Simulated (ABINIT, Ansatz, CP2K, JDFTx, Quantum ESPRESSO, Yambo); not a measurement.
The band gap of GaN, sorted by core time

**What was measured.** The band gap of GaN (F-43m) is reported as 3.3 eV (a printed reference work). The runs below try to reproduce it.

Symmetry: F-43m, No. 216, cubic system. The conventional cell has a = 4.507 Å, b = 4.507 Å, c = 4.507 Å, α = 90.00°, β = 90.00°, γ = 90.00°. Around Ga (site symmetry -43m) lie 4 N at 1.95 Å. N (site symmetry -43m) has 4 Ga at 1.95 Å as nearest neighbours.

| rung | level | program and potentials | cutoff (eV) | k mesh | task | spin | core time | chip | band gap (eV) | miss (eV) | notes |
| --- | --- | --- | --- | --- | --- | --- | --- | --- | --- | --- | --- |
| Hartree-Fock | Hartree-Fock on LDA | Yambo, PseudoDojo 0.4.1 SR LDA stringent | 1442 | 6 × 6 × 6 | Hartree-Fock levels | off | 1.9 s | Arm Neoverse V2 | 9.53 | +6.23 | coarse mesh; 13 valence electrons an atom on average |
| GGA | BPBE | Ansatz, Ansatz PAW | 420 | 10 × 10 × 10 | band structure | off | 4.1 s | Arm Neoverse V2 | 1.71 | -1.59 | potentials made for PBE, which Ansatz adapts in part; 9 valence electrons an atom on average |
| GGA | PBE | Ansatz, PAW datasets made for the crystal | 440 | 6 × 6 × 6 | single point | off | 5.3 s | AMD EPYC 7R43 Zen 3 | 1.73 | -1.57 | 9 valence electrons an atom on average |
| GGA | PBEsol | Ansatz, Ansatz PAW | 420 | 10 × 10 × 10 | band structure | SOC, no magnetisation | 8.5 s | Intel Xeon | 1.66 | -1.64 | potentials made for PBE, which Ansatz adapts in part; 9 valence electrons an atom on average |
| LDA | LDA | JDFTx, PseudoDojo-SR-LDA-0.4.1-standard | 1143 | 10 × 10 × 10 | band structure | off | 17 s | Arm Neoverse V1 | 1.77 | -1.53 | 9 valence electrons an atom on average; from the band path |
| GGA | PBEsol | Ansatz, PAW datasets made for the crystal | 440 | 10 × 10 × 10 | band structure | off | 19 s | Arm Neoverse V1 | 1.68 | -1.62 | 9 valence electrons an atom on average |
| GGA | PBEsol | Ansatz, Ansatz PAW | 420 | 7 × 7 × 7 | band structure | SOC, no magnetisation | 24 s | Intel Xeon Skylake/Cascade Lake | 1.66 | -1.64 | potentials made for PBE, which Ansatz adapts in part; 9 valence electrons an atom on average |
| GGA | PBE | Ansatz, JTH PAW | 3600 | 10 × 10 × 10 | band structure | off | 68 s | Arm Neoverse V1 | 1.71 | -1.59 | 9 valence electrons an atom on average |
| GGA | PBEsol | Ansatz, all-electron LAPW, relativistic spinors | - | 7 × 7 × 7 | band structure | SOC, no magnetisation | 83 s | Intel Xeon Skylake/Cascade Lake | 1.68 | -1.62 | - |
| GGA | revPBE | ABINIT, PseudoDojo NC SR PBE v0.4.1 standard | 1143 | 10 × 10 × 10 | band structure | off | 2.8 min | Intel Xeon Platinum 8259CL Skylake/Cascade Lake | 1.84 | -1.46 | potentials made for PBE; 9 valence electrons an atom on average |
| GGA | PBE | CP2K, GTH_SOC_POTENTIALS Ga GTH-PBE-q13, N GTH-PBE-q5; TZVP-MOLOPT-PBE-GTH basis | - | 10 × 10 × 10 | band structure | SOC, no magnetisation | 3.5 min | AMD EPYC 9R14 Zen 4 | 1.68 | -1.62 | atomic basis; 9 valence electrons an atom on average; SOC added after the SCF; from the band path |
| GGA | PBE | Quantum ESPRESSO, PseudoDojo 0.4 FR PBE standard | 1143 | 10 × 10 × 10 | band structure | SOC, no magnetisation | 3.8 min | Arm Neoverse V1 | 1.75 | -1.55 | 9 valence electrons an atom on average |
| hybrid | B3LYP | ABINIT, SPMS NC PBE v1.0 | 789 | 8 × 8 × 8 | single point | off | 89 min | Arm Neoverse N1 | 3.30 | +0.00 | coarse mesh; potentials made for PBE; 9 valence electrons an atom on average |

Times are single runs on shared hosts and different chips, so they are rough; meshes, cutoffs and the tasks' sizes weigh on the time. Gaps are the least found on the k mesh or the band path, and a mesh can miss the band edges. Meshes differ between rows, which moves values too. All levels ran on this one cell, unrelaxed unless noted. Meshes are those of the run's cell of 2 atoms unless a note names another. Misses use the values as printed. Runs on faulty files, with rough fits or with known faults for this quantity aren't shown.

By rung: LDA 1.77; GGA 1.68 to 1.84; GGA with SOC 1.66 to 1.75; GGA with SOC in atomic bases 1.68; hybrid on coarse meshes 3.30; Hartree-Fock on coarse meshes 9.53 (eV). Measured: 3.3 eV (a printed reference work). Closest, coarse meshes and atomic bases left aside, is revPBE (-1.46 eV). LDA and GGA gaps fall short mostly because these functionals lack the derivative discontinuity; the runs are for a static lattice, while measurements hold temperature and zero-point motion.
